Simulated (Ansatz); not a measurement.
# SnO: moving O off its site

SnO, P4/nmm, a = 3.837 Å, c = 4.762 Å. Ansatz: PBE+D3(BJ), PAW, 420 eV, Γ-centred 12×12×10 mesh on 4 atoms, Gaussian smearing 0.15 eV; no spin polarisation.

```yaml
crystal:
  lattice:
    - [3.83710, 0.00000, 0.00000]
    - [0.00000, 3.83710, 0.00000]
    - [0.00000, 0.00000, 4.76213]
  atoms:
    - { symbol: Sn, position: [0.00000, 0.50000, 0.24324] }
    - { symbol: Sn, position: [0.50000, 0.00000, 0.75676] }
    - { symbol: O, position: [0.00000, 0.00000, 0.00000] }
    - { symbol: O, position: [0.50000, 0.50000, 0.00000] }
```

Atom 3 (O) moves by x along the unit vector (0.707, 0.707, 0.000), with its periodic images; all else is held. y is the free energy of the cell over the start, F the force along the path summed over the moved atoms. Symmetry makes y even in x.

```
 x (Å) y (meV) F (eV/Å)
-0.300    359.7      2.51
-0.100     38.3      0.77
 0.000      0.0      0.00
 0.050        ?         ?
 0.150     86.7     -1.17
 0.200    155.7     -1.59
 0.250    246.2     -2.04
```

Question: Fit y = c2 x² + c4 x⁴ to the energies of the other rows, give the force constant, and predict energy and force of the missing row.

Answer: Least squares on the rows shown. y = 3808.1 x² + 2096.0 x⁴. The force constant is 2 c2 = 7.62 eV/Å² (for all images moving together, not for a lone atom). The force −dy/dx at the missing row is -0.38 eV/Å (computed -0.38). At x = 0.050 the fit asked for gives 9.5 meV. The run gave 9.5 meV, the same to the digits shown.